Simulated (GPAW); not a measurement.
# Pd (Fm-3m) in GPAW: notebook, part 2 of 3

GPAW 26.7.0.

## Step 4: Band structure, PBE

Input file run.py:

```python
from ase.dft.bandgap import bandgap
from ase.io import read, write
from gpaw import GPAW

atoms = read('Pd.xyz')

calc = GPAW(mode='fd',
            h=0.2,
            xc='PBE',
            kpts={'size': (9, 9, 9), 'gamma': True},
            occupations={'name': 'fermi-dirac', 'width': 0.05},
            nbands=17,
            convergence={'density': 1e-05, 'energy': 1e-05},
            maxiter=150,
            txt='gpaw.txt')
atoms.calc = calc
energy = atoms.get_potential_energy()
forces = atoms.get_forces()
calc.write('gs.gpw')
write('result.traj', atoms)
print(f'Energy: {energy:.6f} eV')
print('Forces (eV/A):')
print(forces.round(4))
print('Fermi level:', round(calc.get_fermi_level(), 4), 'eV')
print(f'Gap: {bandgap(calc)[0]:.4f} eV, direct: {bandgap(calc, direct=True)[0]:.4f} eV')

path = atoms.cell.bandpath('GXWKGLUWLK,UX', npoints=100, eps=1e-4)
bs_calc = calc.fixed_density(kpts=path, symmetry='off', nbands=25,
                             convergence={'bands': 'CBM+6.0', 'eigenstates': 1e-6}, txt='bands.txt')
bs = bs_calc.band_structure()
bs.write('bs.json')
print(f'Gap on the path: {bandgap(bs_calc)[0]:.4f} eV')
```

Input file Pd.xyz:

```xyz
1
Lattice="0.0000000000 1.9465000000 1.9465000000 1.9465000000 0.0000000000 1.9465000000 1.9465000000 1.9465000000 0.0000000000" Properties=species:S:1:pos:R:3 pbc="T T T"
Pd     0.0000000000      0.0000000000      0.0000000000
```

Potentials or basis: GPAW PAW data sets (gpaw-data 1.2.1), fd.

The run is started by

```
> OMP_NUM_THREADS=1 python run.py
```

gpaw.txt:

```text
__  _  _
 | _ |_)|_||  |
 |__||  | ||/\| - 26.7.0

Input parameters:
  mode=FD(),
  convergence={'density': 1e-05, 'energy': 1e-05},
  h=0.2,
  kpts=MonkhorstPack(size=(9, 9, 9), gamma=True),
  maxiter=150,
  nbands=17,
  occupations=Occupations(name='fermi-dirac', width=0.05),
  xc=XC(name='PBE')

Diagonalizing LCAO Hamiltonian
Converting LCAO to fd mode

       Pd

Atoms  # Å, Bohr magnetons
|   | symbol |        x |        y |        z |    initial magnetic moments |
|---|--------|----------|----------|----------|-----------------------------|
| 0 |     Pd | 0.000000 | 0.000000 | 0.000000 | ( 0.0000,  0.0000,  0.0000) |

Unit cell  # Å
| periodic |        x |        y |        z |  lengths |    angles |
|----------|----------|----------|----------|----------|-----------|
|      yes | 0.000000 | 1.946500 | 1.946500 | 2.752767 | 60.000000 |
|      yes | 1.946500 | 0.000000 | 1.946500 | 2.752767 | 60.000000 |
|      yes | 1.946500 | 1.946500 | 0.000000 | 2.752767 | 60.000000 |

Number of symmetries: 48
Symmetry operations  # r_c * U_cc + t_c -> r_c
|    | kind |            matrix            |
|----|------|------------------------------|
|  0 |  σ   |  1, 0, 0,  1, 0,-1,  1,-1, 0 |
|  1 |  C2  |  1, 0, 0,  1,-1, 0,  1, 0,-1 |
|  2 |  E   |  1, 0, 0,  0, 1, 0,  0, 0, 1 |
|  3 |  σ   |  1, 0, 0,  0, 0, 1,  0, 1, 0 |
|  4 |  C4  |  1, 0,-1,  1, 0, 0,  1,-1, 0 |
|  5 |  S6  |  1, 0,-1,  1,-1, 0,  1, 0, 0 |
|  6 |  σ   |  1, 0,-1,  0, 1,-1,  0, 0,-1 |
|  7 |  C3  |  1, 0,-1,  0, 0,-1,  0, 1,-1 |
|  8 |  S6  |  1,-1, 0,  1, 0, 0,  1, 0,-1 |
|  9 |  C4  |  1,-1, 0,  1, 0,-1,  1, 0, 0 |
| 10 |  C3  |  1,-1, 0,  0,-1, 1,  0,-1, 0 |
| 11 |  σ   |  1,-1, 0,  0,-1, 0,  0,-1, 1 |
| 12 |  σ   |  0, 1, 0,  1, 0, 0,  0, 0, 1 |
| 13 |  C4  |  0, 1, 0,  0, 1,-1, -1, 1, 0 |
| 14 |  C3  |  0, 1, 0,  0, 0, 1,  1, 0, 0 |
| 15 |  S6  |  0, 1, 0, -1, 1, 0,  0, 1,-1 |
| 16 |  C2  |  0, 1,-1,  1, 0,-1,  0, 0,-1 |
| 17 |  σ   |  0, 1,-1,  0, 1, 0, -1, 1, 0 |
| 18 |  S4  |  0, 1,-1,  0, 0,-1,  1, 0,-1 |
| 19 |  C4  |  0, 1,-1, -1, 1, 0,  0, 1, 0 |
| 20 |  C3  |  0, 0, 1,  1, 0, 0,  0, 1, 0 |
| 21 |  σ   |  0, 0, 1,  0, 1, 0,  1, 0, 0 |
| 22 |  S6  |  0, 0, 1,  0,-1, 1, -1, 0, 1 |
| 23 |  C4  |  0, 0, 1, -1, 0, 1,  0,-1, 1 |
| 24 |  S4  |  0, 0,-1,  1, 0,-1,  0, 1,-1 |
| 25 |  C3  |  0, 0,-1,  0, 1,-1,  1, 0,-1 |
| 26 |  C2  |  0, 0,-1,  0,-1, 0, -1, 0, 0 |
| 27 |  S6  |  0, 0,-1, -1, 0, 0,  0,-1, 0 |
| 28 |  S4  |  0,-1, 1,  1,-1, 0,  0,-1, 0 |
| 29 |  C4  |  0,-1, 1,  0, 0, 1, -1, 0, 1 |
| 30 |  C2  |  0,-1, 1,  0,-1, 0,  1,-1, 0 |
| 31 |  σ   |  0,-1, 1, -1, 0, 1,  0, 0, 1 |
| 32 |  C3  |  0,-1, 0,  1,-1, 0,  0,-1, 1 |
| 33 |  S6  |  0,-1, 0,  0, 0,-1, -1, 0, 0 |
| 34 |  S4  |  0,-1, 0,  0,-1, 1,  1,-1, 0 |
| 35 |  C2  |  0,-1, 0, -1, 0, 0,  0, 0,-1 |
| 36 |  C2  | -1, 1, 0,  0, 1, 0,  0, 1,-1 |
| 37 |  S6  | -1, 1, 0,  0, 1,-1,  0, 1, 0 |
| 38 |  S4  | -1, 1, 0, -1, 0, 1, -1, 0, 0 |
| 39 |  C3  | -1, 1, 0, -1, 0, 0, -1, 0, 1 |
| 40 |  S6  | -1, 0, 1,  0, 0, 1,  0,-1, 1 |
| 41 |  C2  | -1, 0, 1,  0,-1, 1,  0, 0, 1 |
| 42 |  C3  | -1, 0, 1, -1, 1, 0, -1, 0, 0 |
| 43 |  S4  | -1, 0, 1, -1, 0, 0, -1, 1, 0 |
| 44 |  C2  | -1, 0, 0,  0, 0,-1,  0,-1, 0 |
| 45 |  i   | -1, 0, 0,  0,-1, 0,  0, 0,-1 |
| 46 |  σ   | -1, 0, 0, -1, 1, 0, -1, 0, 1 |
| 47 |  C2  | -1, 0, 0, -1, 0, 1, -1, 1, 0 |

BZ-sampling:
  Number of BZ points: 729
  Number of IBZ points: 35

  Monkhorst-Pack size: [9, 9, 9]
  Monkhorst-Pack shift: [0, 0, 0]

K-points  # in reciprocal-cell coordinates
|     |                                coordinates |     weight |
|-----|--------------------------------------------|------------|
|   0 | (  0.00000000,   0.00000000,   0.00000000) | 0.00137174 |
|   1 | (  0.11111111,   0.11111111,   0.00000000) | 0.00823045 |
|   2 | (  0.11111111,   0.11111111,   0.11111111) | 0.01097394 |
|   3 | (  0.22222222,   0.11111111,   0.11111111) | 0.01646091 |
|   4 | (  0.22222222,   0.22222222,   0.00000000) | 0.00823045 |
|   5 | (  0.22222222,   0.22222222,   0.11111111) | 0.03292181 |
|   6 | (  0.22222222,   0.22222222,   0.22222222) | 0.01097394 |
|   7 | (  0.33333333,   0.22222222,   0.11111111) | 0.03292181 |
|   8 | (  0.33333333,   0.22222222,   0.22222222) | 0.03292181 |
|   9 | (  0.33333333,   0.33333333,  -0.33333333) | 0.01646091 |
| ... |                                            |            |
|  34 | (  0.44444444,   0.44444444,   0.44444444) | 0.01097394 |

Uniform wave function grid shape: (np.int64(12), np.int64(12), np.int64(12))
Spin-components: 1 (collinear spins)
Bands:           17
Projectors:      6
Spin-degeneracy: 2
Datatype:        complex128

Parallelization:
  kpt:    1
  domain: 1
  band:   1

Density:
  Valence electrons: 16.0
  Components: 1
  Grid points: [12 12 12]
  Charge: 0.0  # |e|

Potential:
  Grid points: [12 12 12]

species:
  Pd:
    name:    Palladium
    Z:       46.0
    valence: 16
    core:    30
    charge:  0.0  # [|e|]
    compensation charges:
      type: gauss
      rc: 0.38  # [Å]
      lmax: 2
    cutoffs:
      filter: 2.38  # [Å]
      core: 2.28  # [Å]
    projectors
    | kind |    occ | energy [eV] | rcut [Å] |
    |------|--------|-------------|----------|
    |   5s |  0.000 |      -3.315 |    1.228 |
    |   4p |  6.000 |     -51.209 |    1.360 |
    |   5p |  0.000 |      -0.314 |    1.360 |
    |   4d | 10.000 |      -4.047 |    1.228 |
    |    s |        |      23.896 |    1.228 |
    |    d |        |      23.165 |    1.228 |

    Using partial waves for Pd as LCAO basis

Reference energy: -137227.490718  # eV

eigensolver:
  PPCG
  Converge bands: occupied
  niter=2

density mixing:
  MSR1-Mixer
  Pratt-step length: 0.05
  Maximum mixing coefficient: 0.75
  Old densities: 10
  SVD Regularization: 0.005
  Good broyden scale: 1.0
  Trust region scale: 1.0
  Backstep threshold: 4.0
  History deletion threshold: 6.0
  Fourier metric: weight=20.0, sigma=0.015

occupation numbers:
  Fermi-Dirac:
    width: 0.0500  # eV

FastPoissonSolver using
    Stencil: 12*3+1=37 point O(h^6) finite-difference Laplacian
    FFT axes: [np.int64(0), np.int64(1), np.int64(2)]
    FST axes: []

xc functional:
  name: PBE with 2 nearest neighbor stencil
interpolation: tri-quintic # 5. degree polynomial

convergence criteria:
- Maximum integral of absolute [dens]ity change: 1e-05 electrons / valence electron
- Maximum [total energy] change in last 3 cyles: 1e-05 eV / valence electron
- Maximum integral of absolute [eigenst]ate change: 4e-08 eV^2 / valence electron
maximum number of iterations: 150

SCF iterations
|iter     | |      energy | eigst |  dens |
|---------|-|-------------|-------|-------|
|iter:   1| |   -4.920468 | +0.28 |       |
|iter:   2| |   -4.697493 | -1.31 | -0.98 |
|iter:   3| |   -3.963054 | -0.80 | -1.04 |
|iter:   4| |   -3.952551 | -2.18 | -2.03 |
|iter:   5| |   -3.949426 | -3.00 | -2.17 |
|iter:   6| |   -3.949450 | -4.16 | -3.57 |
|iter:   7| |   -3.949454c| -5.06 | -4.02 |
|iter:   8| |   -3.949455c| -5.95 | -4.74 |
|iter:   9| |   -3.949455c| -6.59 | -5.22c|
|iter:  10| |   -3.949455c| -7.35 | -5.93c|
|iter:  11| |   -3.949455c| -7.90c| -6.51c|

Converged in 11 steps
Energy contributions relative to reference atoms: (reference = -137227.490718)

Energy contributions:
  Kinetic:          -2.168224
  Coulomb:          -2.458086
  Zero:             -0.096998
  External:          0.000000
  Xc:                0.783058
  Entropy:          -0.018411
  Spinorbit:         0.000000
  ----------------------------
  Free energy:      -3.958661
  Extrapolated:     -3.949455

dipole moment: (-11.562972, -11.562972, -11.562972)  # |e|*Ang

Fermi level: 9.451
Eigenvalues  # (at kpt = [0.000, 0.000, 0.000])
| band index |      eig [eV] | occ [0-2] |
|------------|---------------|-----------|
|          0 |       -40.196 |     2.000 |
|          1 |       -40.194 |     2.000 |
|          2 |       -40.194 |     2.000 |
|          3 |         2.359 |     2.000 |
|          4 |         6.635 |     2.000 |
|          5 |         6.635 |     2.000 |
[... 9 lines left out ...]
|         15 |        39.705 |     0.000 |
|         16 |        39.705 |     0.000 |

No gap
No difference between direct/indirect transitions

Forces  # eV/Ang
|        x |       y |       z |
|----------|---------|---------|
| -0.00000 | 0.00000 | 0.00000 |  # Pd   0

# Writing to gs.gpw (mode='')
```

It took 61 s on 1 thread of AMD EPYC 7B13 (Zen 3), shared host; peak memory 0.37 GiB.

Results:

```yaml
Free_energy: -3.9587 eV
Band_gap_along_the_path: none (metal or under the smearing width)
```

Levels at the corners of the path, in eV from the Fermi level:
| point | band 4 | band 5 | band 6 | band 7 | band 8 | band 9 |
| --- | --- | --- | --- | --- | --- | --- |
| Γ | -7.09 | -2.82 | -2.82 | -2.82 | -1.21 | -1.21 |
| X | -5.36 | -5.07 | -0.03 | 0.31 | 0.31 | 3.38 |
| W | -4.29 | -3.35 | -3.35 | -1.30 | 0.31 | 9.01 |
| K | -4.70 | -4.11 | -1.94 | -0.93 | -0.14 | 7.17 |
| Γ | -7.09 | -2.82 | -2.82 | -2.82 | -1.21 | -1.21 |
| L | -5.26 | -2.86 | -2.86 | -0.01 | -0.01 | 1.04 |
| U | -4.70 | -4.11 | -1.94 | -0.93 | -0.14 | 7.17 |
| W | -4.29 | -3.35 | -3.35 | -1.30 | 0.31 | 9.01 |
| L | -5.26 | -2.86 | -2.86 | -0.01 | -0.01 | 1.04 |
| K | -4.70 | -4.11 | -1.94 | -0.93 | -0.14 | 7.17 |
| U | -4.70 | -4.11 | -1.94 | -0.93 | -0.14 | 7.17 |
| X | -5.36 | -5.07 | -0.03 | 0.31 | 0.31 | 3.38 |

Caveat: the real-space grid adds noise to forces.

## Step 5: Equation of state, vdW-DF2

Input file run.py:

```python
import spglib
from ase import Atoms
from ase.eos import EquationOfState
from ase.io import Trajectory, read
from ase.units import GPa
from gpaw import GPAW, PW

atoms = read('Pd.cif')
cell, positions, numbers = spglib.find_primitive(
    (atoms.cell[:], atoms.get_scaled_positions(), atoms.numbers), symprec=1e-4)
atoms = Atoms(numbers, cell=cell, scaled_positions=positions, pbc=True)

traj = Trajectory('eos.traj', 'w')
volumes, energies = [], []
for x in [0.94, 0.96, 0.98, 1.0, 1.02, 1.04, 1.06]:
    a = atoms.copy()
    a.set_cell(atoms.cell * x**(1 / 3), scale_atoms=True)
    calc = GPAW(mode=PW(600),
                xc={'name': 'vdW-DF2', 'backend': 'libvdwxc'},
                kpts={'size': (9, 9, 9), 'gamma': True},
                occupations={'name': 'fermi-dirac', 'width': 0.05},
                nbands=17,
                convergence={'density': 1e-05, 'energy': 1e-05},
                maxiter=150,
                txt=f'eos-{x:.2f}.txt')
    a.calc = calc
    energies.append(a.get_potential_energy(force_consistent=True))
    volumes.append(a.get_volume())
    calc.write(f'eos-{x:.2f}.gpw')
    traj.write(a)
    print(f'{x:.2f} {volumes[-1]:10.4f} A^3 {energies[-1]:14.6f} eV', flush=True)

v0, e0, B = EquationOfState(volumes, energies, eos='birchmurnaghan').fit()
print(f'V0 = {v0:.4f} A^3, E0 = {e0:.6f} eV, B0 = {B / GPa:.2f} GPa')
```

Input file Pd.cif:

```cif
data_Pd
_cell_length_a 3.89300000
_cell_length_b 3.89300000
_cell_length_c 3.89300000
_cell_angle_alpha 90.00000000
_cell_angle_beta 90.00000000
_cell_angle_gamma 90.00000000
_space_group_name_H-M_alt 'Fm-3m'
_space_group_name_Hall '-F 4 2 3'
_space_group_IT_number 225
loop_
_space_group_symop_operation_xyz
'x,y,z'
'-x,-y,-z'
'-y,x,z'
'y,-x,-z'
'-x,-y,z'
'x,y,-z'
'y,-x,z'
'-y,x,-z'
'x,-y,-z'
'-x,y,z'
'-y,-x,-z'
'y,x,z'
'-x,y,-z'
'x,-y,z'
'y,x,-z'
'-y,-x,z'
'z,x,y'
'-z,-x,-y'
'z,-y,x'
'-z,y,-x'
'z,-x,-y'
'-z,x,y'
'z,y,-x'
'-z,-y,x'
'-z,x,-y'
'z,-x,y'
'-z,-y,-x'
'z,y,x'
'-z,-x,y'
'z,x,-y'
'-z,y,x'
'z,-y,-x'
'y,z,x'
'-y,-z,-x'
'x,z,-y'
'-x,-z,y'
'-y,z,-x'
'y,-z,x'
'-x,z,y'
'x,-z,-y'
'-y,-z,x'
'y,z,-x'
'-x,-z,-y'
'x,z,y'
'y,-z,-x'
'-y,z,x'
'x,-z,y'
'-x,z,-y'
'x,y+1/2,z+1/2'
'-x,-y+1/2,-z+1/2'
'-y,x+1/2,z+1/2'
[... 62 lines left out ...]
'-z+1/2,-x,-y+1/2'
'z+1/2,-y,x+1/2'
'-z+1/2,y,-x+1/2'
'z+1/2,-x,-y+1/2'
'-z+1/2,x,y+1/2'
'z+1/2,y,-x+1/2'
'-z+1/2,-y,x+1/2'
'-z+1/2,x,-y+1/2'
'z+1/2,-x,y+1/2'
'-z+1/2,-y,-x+1/2'
'z+1/2,y,x+1/2'
'-z+1/2,-x,y+1/2'
'z+1/2,x,-y+1/2'
'-z+1/2,y,x+1/2'
'z+1/2,-y,-x+1/2'
'y+1/2,z,x+1/2'
'-y+1/2,-z,-x+1/2'
'x+1/2,z,-y+1/2'
'-x+1/2,-z,y+1/2'
'-y+1/2,z,-x+1/2'
'y+1/2,-z,x+1/2'
'-x+1/2,z,y+1/2'
'x+1/2,-z,-y+1/2'
'-y+1/2,-z,x+1/2'
'y+1/2,z,-x+1/2'
'-x+1/2,-z,-y+1/2'
'x+1/2,z,y+1/2'
'y+1/2,-z,-x+1/2'
'-y+1/2,z,x+1/2'
'x+1/2,-z,y+1/2'
'-x+1/2,z,-y+1/2'
'x+1/2,y+1/2,z'
'-x+1/2,-y+1/2,-z'
'-y+1/2,x+1/2,z'
'y+1/2,-x+1/2,-z'
'-x+1/2,-y+1/2,z'
'x+1/2,y+1/2,-z'
'y+1/2,-x+1/2,z'
'-y+1/2,x+1/2,-z'
'x+1/2,-y+1/2,-z'
'-x+1/2,y+1/2,z'
'-y+1/2,-x+1/2,-z'
'y+1/2,x+1/2,z'
'-x+1/2,y+1/2,-z'
'x+1/2,-y+1/2,z'
'y+1/2,x+1/2,-z'
'-y+1/2,-x+1/2,z'
'z+1/2,x+1/2,y'
'-z+1/2,-x+1/2,-y'
'z+1/2,-y+1/2,x'
'-z+1/2,y+1/2,-x'
'z+1/2,-x+1/2,-y'
'-z+1/2,x+1/2,y'
'z+1/2,y+1/2,-x'
'-z+1/2,-y+1/2,x'
'-z+1/2,x+1/2,-y'
'z+1/2,-x+1/2,y'
'-z+1/2,-y+1/2,-x'
'z+1/2,y+1/2,x'
'-z+1/2,-x+1/2,y'
'z+1/2,x+1/2,-y'
'-z+1/2,y+1/2,x'
'z+1/2,-y+1/2,-x'
'y+1/2,z+1/2,x'
'-y+1/2,-z+1/2,-x'
'x+1/2,z+1/2,-y'
'-x+1/2,-z+1/2,y'
'-y+1/2,z+1/2,-x'
'y+1/2,-z+1/2,x'
'-x+1/2,z+1/2,y'
'x+1/2,-z+1/2,-y'
'-y+1/2,-z+1/2,x'
'y+1/2,z+1/2,-x'
'-x+1/2,-z+1/2,-y'
'x+1/2,z+1/2,y'
'y+1/2,-z+1/2,-x'
'-y+1/2,z+1/2,x'
'x+1/2,-z+1/2,y'
'-x+1/2,z+1/2,-y'
loop_
_atom_site_label
_atom_site_type_symbol
_atom_site_symmetry_multiplicity
_atom_site_Wyckoff_symbol
_atom_site_fract_x
_atom_site_fract_y
_atom_site_fract_z
_atom_site_occupancy
Pd1 Pd 4 a 0.0000000000 0.0000000000 0.0000000000 1
```

Potentials or basis: GPAW PAW data sets (gpaw-data 1.2.1), pw.

The run is started by

```
> OMP_NUM_THREADS=1 python run.py
```

What it wrote:

```text
__  _  _
 | _ |_)|_||  |
 |__||  | ||/\| - 26.7.0

Input parameters:
  mode=PW(ecut=600.0),
  convergence={'density': 1e-05, 'energy': 1e-05},
  kpts=MonkhorstPack(size=(9, 9, 9), gamma=True),
  maxiter=150,
  nbands=17,
  occupations=Occupations(name='fermi-dirac', width=0.05),
  xc=XC(name='vdW-DF2', backend='libvdwxc')

Diagonalizing LCAO Hamiltonian
Converting LCAO to pw mode

       Pd

Atoms  # Å, Bohr magnetons
|   | symbol |        x |        y |        z |    initial magnetic moments |
|---|--------|----------|----------|----------|-----------------------------|
| 0 |     Pd | 0.000000 | 0.000000 | 0.000000 | ( 0.0000,  0.0000,  0.0000) |

Unit cell  # Å
| periodic |        x |        y |        z |  lengths |    angles |
|----------|----------|----------|----------|----------|-----------|
|      yes | 0.000000 | 1.906764 | 1.906764 | 2.696572 | 60.000000 |
|      yes | 1.906764 | 0.000000 | 1.906764 | 2.696572 | 60.000000 |
|      yes | 1.906764 | 1.906764 | 0.000000 | 2.696572 | 60.000000 |
[... 163 lines left out ...]
maximum number of iterations: 150

SCF iterations
|iter     | |      energy | eigst |  dens |
|---------|-|-------------|-------|-------|
|iter:   1| | -100.504430 | -0.05 |       |
|iter:   2| | -100.321857 | -2.62 | -1.07 |
|iter:   3| |  -99.735193 | -1.57 | -1.13 |
|iter:   4| |  -99.722862 | -3.56 | -2.18 |
|iter:   5| |  -99.718872 | -3.37 | -2.31 |
|iter:   6| |  -99.718887 | -5.43 | -3.52 |
|iter:   7| |  -99.718890c| -5.88 | -3.90 |
|iter:   8| |  -99.718890c| -8.69c| -4.66 |
|iter:   9| |  -99.718891c| -7.52c| -5.03c|

Converged in 9 steps
Energy contributions relative to reference atoms: (reference = -137227.490718)

Energy contributions:
  Kinetic:          14.396790
  Coulomb:         -16.403447
  Zero:             -0.371053
  External:          0.000000
  Xc:              -97.332671
  Entropy:          -0.017019
  Spinorbit:         0.000000
  ----------------------------
  Free energy:     -99.727400
  Extrapolated:    -99.718891

dipole moment: (-11.230538, -11.230538, -11.230538)  # |e|*Ang

Fermi level: 10.673
Eigenvalues  # (at kpt = [0.000, 0.000, 0.000])
| band index |      eig [eV] | occ [0-2] |
|------------|---------------|-----------|
|          0 |       -39.198 |     2.000 |
|          1 |       -39.198 |     2.000 |
|          2 |       -39.198 |     2.000 |
|          3 |         3.509 |     2.000 |
|          4 |         7.625 |     2.000 |
|          5 |         7.625 |     2.000 |
[... 9 lines left out ...]
|         15 |        42.619 |     0.000 |
|         16 |        42.619 |     0.000 |

No gap
No difference between direct/indirect transitions
# Writing to eos-0.94.gpw (mode='')
```

stdout:

```text
0.94    13.8650 A^3     -99.727400 eV
0.96    14.1600 A^3     -99.810134 eV
0.98    14.4550 A^3     -99.881194 eV
1.00    14.7500 A^3     -99.941792 eV
1.02    15.0450 A^3     -99.993025 eV
1.04    15.3400 A^3    -100.035860 eV
1.06    15.6350 A^3    -100.071167 eV
<dir> UserWarning: The minimum volume of your fit is not in your volumes.  You may not have a minimum in your dataset!
  warnings.warn(
V0 = 17.5615 A^3, E0 = -100.163097 eV, B0 = 109.20 GPa
```

Wall time 40 s (1 thread of AMD EPYC 7B13 (Zen 3), shared host); peak memory 0.23 GiB.

What came out:

```
Equilibrium volume : outside the volumes run
```

Energy against volume, from the lowest point:
```tsv
volume (Å³/atom)	energy (meV/atom)
13.865	343.77
14.160	261.03
14.455	189.97
14.750	129.37
15.045	78.14
15.340	35.31
15.635	0.00
```

Caveat: the PAW data sets were made with another functional, which shifts forces and pressure a little.

(Part 2 of 3 ends here.)
